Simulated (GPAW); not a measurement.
Runs of GPAW 26.7.0 on WC. The structure is cubic, space group Fm-3m (No. 225). Conventional cell: a = 4.385 Å, b = 4.385 Å, c = 4.385 Å, α = 90.00°, β = 90.00°, γ = 90.00°. W (site symmetry m-3m) has 6 C at 2.19 Å as nearest neighbours. C (site symmetry m-3m) is surrounded by 6 W at 2.19 Å. Measurements of this composition are mostly on another form, of space group No. 187.

| task | level | potentials or basis | cell | gap on the mesh (eV) | pressure (GPa) | V0 of scaled cells (Å³/atom) | B0 (GPa) |
| --- | --- | --- | --- | --- | --- | --- | --- |
| equation of state | LDA | the program's PAW data sets (release 1.2.1) made for this functional, pw | as given | - | - | (b) | (a) |
| single point | PBE | GPAW PAW data sets (gpaw-data 1.2.1), pw | as given | none | -1.8 | - | - |
| single point | PBE | GPAW PAW data sets (gpaw-data 1.2.1), pw | atoms moved at random, drawn with an rms of 0.05 Å | none | 0.1 | - | - |
| equation of state | PBEsol | PAW data sets generated in the run's folder for this functional, pw | as given | - | - | 10.24 | 391 |
| equation of state | PBE | GPAW PAW data sets (gpaw-data 1.2.1), pw | as given | - | - | 10.50 | 368 |

Alike in all rows: no spin polarisation; k mesh 10 × 10 × 10; cutoff (eV) 800; smearing fermi-dirac 0.05 eV.

Problem. Fill in the values left out.

Solution. (a) 407; (b) 10.05.

A k mesh can miss the band edges, and the runs leave out spin-orbit coupling on W.

A gap of «none» marks a metal or a gap under the smearing width.
